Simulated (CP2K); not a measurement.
Runs of CP2K 2026.2 on SiO2. It takes space group Imma (No. 74, orthorhombic). The conventional cell has a = 5.247 Å, b = 9.554 Å, c = 8.883 Å, α = 90.00°, β = 90.00°, γ = 90.00°. Si (site symmetry m) has 4 O at 1.60 to 1.61 Å as nearest neighbours. Around O (site symmetry 2/m) lie 2 Si at 1.60 Å. Around O (site symmetry 2) lie 2 Si at 1.61 Å. O (site symmetry mm2) is surrounded by 2 Si at 1.61 Å. The cell comes from a database or a generator and needn't be the stable form of this composition.

```tsv
level	cutoff radius of the dispersion sum (A)	D3 from the s-dftd3 library (D3_REFERENCE_CODE)	cutoff of the non-local correlation (Ry)	gap on the mesh (eV)	pressure (GPa)	largest force (eV/Å)
r2SCAN+D4	20	-	-	7.35	-0.4	0.10
r2SCAN+D3(BJ)	20	yes	-	7.35	(a)	0.11
r2SCAN+D3(BJ)+ATM	20	yes	-	7.35	-0.5	0.11
r2SCAN	-	-	-	7.35	-0.2	0.11
r2SCAN+rVV10	-	-	300	(b)	-0.4	0.11
```

Alike in all rows: task single point; potentials or basis POTENTIAL_UZH Si GTH-SCAN-q4, O GTH-SCAN-q6; DZVP-MOLOPT-SCAN-GTH basis; no spin polarisation; cell as given; k mesh 5 × 5 × 5; smearing fermi-dirac 0.05 eV.

Q: Fill in the values left out.

A: (a) -0.6; (b) 7.29.

Caveats: an odd mesh through Γ misses points on the zone boundary, where band edges often lie; the basis of atomic orbitals isn't converged, which shifts pressures, moduli and gaps.

Not every run made on this cell is shown here.
